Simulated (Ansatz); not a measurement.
## Moving the knobs of a GW run on GaS (P6_3/mmc)

Aim: change settings of a G0W0 run on GaS (P6_3/mmc) and see what moves.

Calculated with Ansatz 0.2.0; G0W0 on PBE, plane waves, norm-conserving pseudopotentials.

## 1. Set-up

Symmetry: P6_3/mmc, No. 194, hexagonal system. Conventional cell: a = 3.585 Å, b = 3.585 Å, c = 15.500 Å, α = 90.00°, β = 90.00°, γ = 120.00°. Nearest to Ga lie 3 S at 2.34 Å and 1 Ga at 2.48 Å. Nearest to S lie 3 Ga at 2.34 Å. Farther neighbours and most contacts between anions are not listed.

The cell and positions come from the Crystallography Open Database and are kept as given unless a step says otherwise.

## 2. The base run: 6×6×2 mesh, 391 empty bands, screening to 100 eV, norm-conserving files

Now the one-shot GW correction: screening in the RPA, then the self-energy of the levels asked for. This step takes norm-conserving files.

input.yaml

```yaml
crystal:
  lattice:
    - [3.585, 0.0, 0.0]
    - [-1.7925, 3.1047010726, 0.0]
    - [0.0, 0.0, 15.5]
  atoms:
    - { symbol: Ga, position: [0.3333333333, 0.6666666667, 0.17] }
    - { symbol: Ga, position: [0.6666666667, 0.3333333333, 0.67] }
    - { symbol: Ga, position: [0.3333333333, 0.6666666667, 0.33] }
    - { symbol: Ga, position: [0.6666666667, 0.3333333333, 0.83] }
    - { symbol: S, position: [0.3333333333, 0.6666666667, 0.6] }
    - { symbol: S, position: [0.6666666667, 0.3333333333, 0.1] }
    - { symbol: S, position: [0.3333333333, 0.6666666667, 0.9] }
    - { symbol: S, position: [0.6666666667, 0.3333333333, 0.4] }
kpoints:
  mp_grid: { grid: [6, 6, 2] }
hamiltonian:
  xc: pbe
  pseudopotentials: { kind: nc }
scf:
  occupations: { method: fixed }
gw:
  n_empty_bands: 391
  ecut_chi: 100
  qp_bands: [v2, c2]
  qp_kpoints: band_edges
  screening: { model: contour_deformation }
```

Launch:

```console
$ ansatz run input.yaml --threads 2 --pin off --max-ram 73728MiB --backend cuda --events-out ev --progress --plain --runs-dir out --devices 1 --max-vram 13GiB
```

Numbers of over 12 decimals in the logs are rounded to 6 here.

The log of the run:

```text
GPUs: using 1 of 1 available (devices: 1).
Engine: ansatz 0.2.0, x86_64-unknown-linux-gnu
Pseudopotentials: kind: nc
Pseudopotential: Ga, nc, valence charge 13, recommended cutoff 1088.45545 eV (normal), Ga.nc.azcp
Pseudopotential: S, nc, valence charge 6, recommended cutoff 770 eV (normal), S.nc.azcp (PseudoDojo's, or run here from an input of PseudoDojo's: the run reads no file of this project's for it)
Functional definition: PBE
  parameter kappa = 0.804
  parameter beta = 0.066725
  exchange = pbe_x(kappa = kappa, mu = beta*pi^2/3)
  correlation = pbe_c(beta = beta)
device memory: the entry about to start is reckoned to put 3.7 GiB on a device that reports 47.0 GiB free (of which the cap on the GPU budget leaves the run 13.0 GiB)
GPU FFT provider: cuFFT
GPU libraries: cuBLAS 13.8.2, cuFFT 12.4.0, cuSOLVER 12.3.4
Crystal: 8 atoms, lattice volume = 172.520 Å³
Basis set: ecut = 1088.45545 eV, 14087 PW (Γ)
Bands: 46, of which v1, the nominal top of the filled ones, is band 38 counted from 1 (37 counted from 0)
Symmetry: 24 space group operations
Space group: P63/mmc (ITA 194), of the structure as read, at distance tolerance 5.6e-5 Å
k-points: 14 of 72
Non-local potential: Ga, projectors of the file, l = 0: 2, l = 1: 2, l = 2: 2
Non-local potential: S, projectors of the file, l = 0: 2, l = 1: 2, l = 2: 2
Initial density: superposition of atomic densities (chi_scale 0.1, normalization cell, long waves kept (reshape's long-wave potential 0.61 eV rms))
Initial wavefunctions: pseudopotential atomic-orbital guess
GPU buffer pool allocated for 288000 grid points (all kernels)
GPU transforms: local potential and band sums: pruned to the plane-wave sphere, on 40×40×180
Functional: x = pbe(κ = 0.804, μ = 0.219515), c = pbe(β = 0.066725)
SCF iter   1: F=—  HF=-9528.697606 eV  |F-HF|=—  |Δ(HF+E_count)|=         —  Δρ=4.19e-2  dr2=1.10e1  ethr=3.10e-3  ⟨swp⟩=5.5  Hψ=2466  notcnv=0  defer=69
preconditioner: auto → Resta (q_TF=auto, 2.380 Å⁻¹)  ε∞=3.9  [insulator: Δε(μ)=1.217 eV  Ē_g=14.599 eV  n_scr=52 (ndim 8)  ℏωp=24.6 eV  f_vac=0.014  ε∞_Penn≈3.9]
SCF iter   2: F=—  HF=-9526.679072 eV  |F-HF|=—  |Δ(HF+E_count)|=    2.02e0  Δρ=1.90e-2  dr2=8.30e-1  ethr=3.10e-3  ⟨swp⟩=3.7  Hψ=1426  notcnv=0  defer=73
SCF iter   3: F=—  HF=-9526.525388 eV  |F-HF|=—  |Δ(HF+E_count)|=   1.54e-1  Δρ=8.52e-3  dr2=1.50e-1  ethr=1.09e-3  ⟨swp⟩=2.6  Hψ=811  notcnv=0  defer=83
SCF iter   4: F=—  HF=-9526.512808 eV  |F-HF|=—  |Δ(HF+E_count)|=   1.26e-2  Δρ=1.33e-3  dr2=4.35e-3  ethr=1.97e-4  ⟨swp⟩=2.9  Hψ=792  notcnv=0  defer=84
SCF iter   5: F=—  HF=-9526.516629 eV  |F-HF|=—  |Δ(HF+E_count)|=   3.82e-3  Δρ=4.65e-4  dr2=4.07e-4  ethr=5.72e-6  ⟨swp⟩=2.1  Hψ=848  notcnv=0  defer=84
[...]
E_band       = -277.774890
  E_kinetic    = 7252.406944
  E_local      = -9364.328354  (includes V_loc(G=0)·N_el)
  E_nonlocal   = -3127.475535
  E_hartree    = 3380.902393
  E_xc         = -2622.250060
  E_vxc        = -1800.185749  (∫ρ·V_xc dr)
  E_ewald      = -5045.772784
  E_smearing   = -0.000000  (= −TS)
  E_closure    = 0.000000  (closes the sum)
  Σ components = -9526.517397   (vs F -9526.517397, Δ=0.00e0)
--- Band table (eV; the first three rows and the last of 14) ---
  k-point 0: bands = [... 34 lower, 5.4128, 5.4428, 5.4428, 6.8606, 8.5106, 9.2110, 9.7086, 9.9157, ... 4 higher]
  k-point 1: bands = [... 34 lower, 5.4128, 5.4128, 6.1356, 6.1356, 8.9513, 8.9513, 9.7941, 9.7941, ... 4 higher]
  k-point 2: bands = [... 34 lower, 4.9692, 5.1049, 5.7864, 6.6457, 9.5966, 9.8695, 9.9630, 10.2407, ... 4 higher]
  k-point 13: bands = [... 34 lower, 4.3169, 4.3169, 5.0272, 5.0272, 8.8630, 8.8630, 9.9276, 9.9276, ... 4 higher]
--- G₀W₀: contour deformation, 6 samples at zero and on the imaginary axis and 1 off it, 72 q-points, 391 empty bands' worth ---
  eigenvalues of the whole cell's RPA ε∞ on this k-mesh (on a slab, of 1 + 4πα/V) = 5.3156, 6.8200, 6.8200; static W/v taken at q = 0 is 0.150555
  bands read: the sum over 429 bands ends inside a degenerate multiplet in 7 slots, whose members it reads at an even weight; the widest, k=1: bands 429 to 432 (counted from 1) at 1/4 each
  gw.qp_kpoints: band_edges: 11 of 14 stored k-points solved, in 1 pass; an edge of the gap read off the rows below is read off those points alone
    valence top: of the k-points left out ik 9 came nearest to being solved in a further pass, in band 38 (counted from 1, as in the quasiparticle table): it holds the edge there only if its correction is more favourable than any solved in that band by at least 0.823 eV; those differ by 0.148 eV
    conduction bottom: of the k-points left out ik 10 came nearest to being solved in a further pass, in band 39 (counted from 1, as in the quasiparticle table): it holds the edge there only if its correction is more favourable than any solved in that band by at least 0.680 eV; those differ by 0.486 eV
    ik  band        ε_KS         Σx   Σc(E_QP)       V_xc       Z   E_QP_lin       E_QP  E_QP is
     0    37      5.4428   -19.2647     2.0837   -16.6141  0.7584     4.8715     4.8759  root
     0    38      6.8606   -17.5345     1.4637   -15.5161  0.7656     6.3026     6.3058  root
     0    39      8.5106   -10.4807    -3.7768   -14.8076  0.7899     9.0635     9.0606  root
     0    40      9.2110   -10.5805    -3.9593   -15.1387  0.7806     9.8142     9.8099  root
     1    37      6.1356   -16.7362     1.5145   -14.6320  0.7641     5.5413     5.5459  root
     1    38      6.1356   -16.7362     1.5145   -14.6320  0.7641     5.5413     5.5459  root
     1    39      8.9513   -10.8537    -3.7803   -15.1937  0.7832     9.5143     9.5110  root
     1    40      8.9513   -10.8537    -3.7803   -15.1937  0.7832     9.5143     9.5110  root
[...]
13    37      5.0272   -16.6231     1.8642   -14.0779  0.7604     4.3390     4.3463  root
    13    38      5.0272   -16.6231     1.8642   -14.0779  0.7604     4.3390     4.3463  root
    13    39      8.8630    -7.2086    -3.5313   -10.9118  0.7925     9.0353     9.0349  root
    13    40      8.8630    -7.2086    -3.5313   -10.9118  0.7925     9.0353     9.0349  root
[key lines of the parts left out:]
SCF converged after 9 iterations
Free energy (F): -9526.517397 eV
Fermi energy:    6.860554 eV
```

Run time: 99 s. Hardware: 1 × NVIDIA H100 80GB HBM3 (shared by 6 runs) with 2 threads of AMD EPYC 7R13 (Zen 3), shared host; peak memory 3.2 GiB; 2.6 min of CPU time.

Numbers from this step:

* bands summed: 429
* RPA ε∞ on this mesh (eigenvalues): 5.316, 6.820, 6.820
* plane waves in the screening matrix: 367
* q-points in the mesh: 72
* G0W0 gap on the mesh: 2.345 eV
* k of the valence top: 0, 0, 0
* k of the conduction bottom: 0, -0.5, 0
* starting gap on the mesh: 1.582 eV
* Z at the valence top: 0.7656
* Z at the conduction bottom: 0.7945
* least direct G0W0 gap on the computed points: 2.755 eV

The gap on the mesh goes from 1.58 eV to 2.34 eV, a correction of +0.76 eV. Between the two edge states, bare exchange in place of the xc potential would open the gap by 5.72 eV, and correlation takes back 4.96 eV.

## 3. Variant: norm-conserving files, smooth pair densities

Edit input.yaml of step 2 so:

```diff
@@ -22,4 +22,4 @@
 gw:
-  n_empty_bands: 391
-  ecut_chi: 100
+  n_empty_bands: 280
+  ecut_chi: 80
   qp_bands: [v2, c2]
@@ -27 +27,2 @@
   screening: { model: contour_deformation }
+  pair_densities: pseudo
```

The log of the run:

```text
GPUs: using 1 of 1 available (devices: 1).
[...]
GPU FFT provider: cuFFT
GPU libraries: cuBLAS 13.8.2, cuFFT 12.4.0, cuSOLVER 12.3.4
Crystal: 8 atoms, lattice volume = 172.520 Å³
Basis set: ecut = 1088.45545 eV, 14087 PW (Γ)
Bands: 46, of which v1, the nominal top of the filled ones, is band 38 counted from 1 (37 counted from 0)
[... 1 set-up line as in the run before ...]
[...]
k-points: 14 of 72
[...]
GPU buffer pool allocated for 288000 grid points (all kernels)
[...]
SCF iter   1: F=—  HF=-9528.697606 eV  |F-HF|=—  |Δ(HF+E_count)|=         —  Δρ=4.19e-2  dr2=1.10e1  ethr=3.10e-3  ⟨swp⟩=5.5  Hψ=2466  notcnv=0  defer=69
[...]
SCF iter   9: F=-9526.517397 eV  HF=-9526.517397 eV  |F-HF|=4.59e-9  |Δ(HF+E_count)|=   2.33e-7  Δρ=1.91e-6  dr2=6.29e-9  ethr=1.32e-10  ⟨swp⟩=13.3  Hψ=2849  notcnv=0
SCF 1 converged in 9 iterations: F = -9526.517397 eV  dr2 = 6.29e-9
[...]
NSCF: frozen V_eff on 14 k-points
[...]
G₀W₀ screening: q 1/14
[... further progress lines ...]
SCF converged after 9 iterations
Free energy (F): -9526.517397 eV
[...]
Internal energy: -9526.517397 eV  (E = F + TS)
E sigma→0 (E₀):  -9526.517397 eV
Fermi energy:    6.860554 eV
[...]
--- Band table (eV; the first three rows and the last of 14) ---
  k-point 0: bands = [... 34 lower, 5.4128, 5.4428, 5.4428, 6.8606, 8.5106, 9.2110, 9.7086, 9.9157, ... 4 higher]
  k-point 1: bands = [... 34 lower, 5.4128, 5.4128, 6.1356, 6.1356, 8.9513, 8.9513, 9.7941, 9.7941, ... 4 higher]
  k-point 2: bands = [... 34 lower, 4.9692, 5.1049, 5.7864, 6.6457, 9.5966, 9.8695, 9.9630, 10.2407, ... 4 higher]
  k-point 13: bands = [... 34 lower, 4.3169, 4.3169, 5.0272, 5.0272, 8.8630, 8.8630, 9.9276, 9.9276, ... 4 higher]
[...]
0    37      5.4428   -16.6169     2.1616   -13.9571  0.7596     4.9412     4.9446  root
     0    38      6.8606   -15.3078     1.5951   -13.1257  0.7667     6.2699     6.2735  root
     0    39      8.5106    -8.2847    -3.7147   -12.2560  0.7899     8.7677     8.7671  root
     0    40      9.2110    -8.4435    -3.8764   -12.6651  0.7809     9.5575     9.5562  root
     1    37      6.1356   -14.6989     1.6270   -12.4446  0.7651     5.5030     5.5083  root
     1    38      6.1356   -14.6989     1.6270   -12.4446  0.7651     5.5030     5.5083  root
     1    39      8.9513    -8.6400    -3.7019   -12.6345  0.7833     9.2447     9.2438  root
     1    40      8.9513    -8.6400    -3.7019   -12.6345  0.7833     9.2447     9.2438  root
[...]
13    37      5.0272   -15.2462     2.1264   -12.2627  0.7610     4.1582     4.1701  root
    13    38      5.0272   -15.2462     2.1264   -12.2627  0.7610     4.1582     4.1701  root
    13    39      8.8630    -5.8893    -3.4775    -9.6162  0.7939     9.1130     9.1123  root
    13    40      8.8630    -5.8893    -3.4775    -9.6162  0.7939     9.1130     9.1123  root
```

Elapsed: 50 s, on 1 × NVIDIA H100 80GB HBM3 (shared by 6 runs) with 2 threads; peak memory 2.4 GiB; 74 s of CPU time.

The G0W0 gap on the mesh is 2.451 eV.

Against the base:

| setting | base | variant |
| --- | --- | --- |
| empty bands | 391 | 280 |
| screening cutoff (eV) | 100 | 80 |
| pair densities | - | pseudo |

| quantity | variant | base |
| --- | --- | --- |
| starting gap on the mesh | 1.582 | 1.582 |
| G0W0 gap on the mesh | 2.451 | 2.345 |
| least direct G0W0 gap on the computed points | 2.494 | 2.755 |
| Z at the valence top | 0.767 | 0.766 |
| Z at the conduction bottom | 0.796 | 0.795 |

## 4. Summary of results

- base: 2.34 eV, 99 s
- norm-conserving files, smooth pair densities: 2.45 eV, 50 s

Norm-conserving files, smooth pair densities: the gap moves by +0.11 eV. The variant differs from the base in empty bands, screening cutoff and pair densities together, so the change can't be laid to one of them. All runs here use a coarse mesh and modest cutoffs; they test settings and are not final values. The many-body steps are scalar-relativistic: spin-orbit coupling is not in them.

[Paths, hosts, dates, memory and timing lines, banners, echoed tables and standing remarks are left out of the program output.]

[Logs are printed without paths, hosts, clocks, repeated set-up lines and the standing remarks that a program may print on its own settings, such as how far it seeks lower states.]

[Runs of the session that timed out or met a known fault of the program may be left out.]

[Cells called generated may have been cut or substituted from an entry of the Crystallography Open Database or the Materials Project.]

[Hosts, paths, dates, database ids (printed as entryN), source tags and the programs' standing remarks are cut or masked in the printed files.]
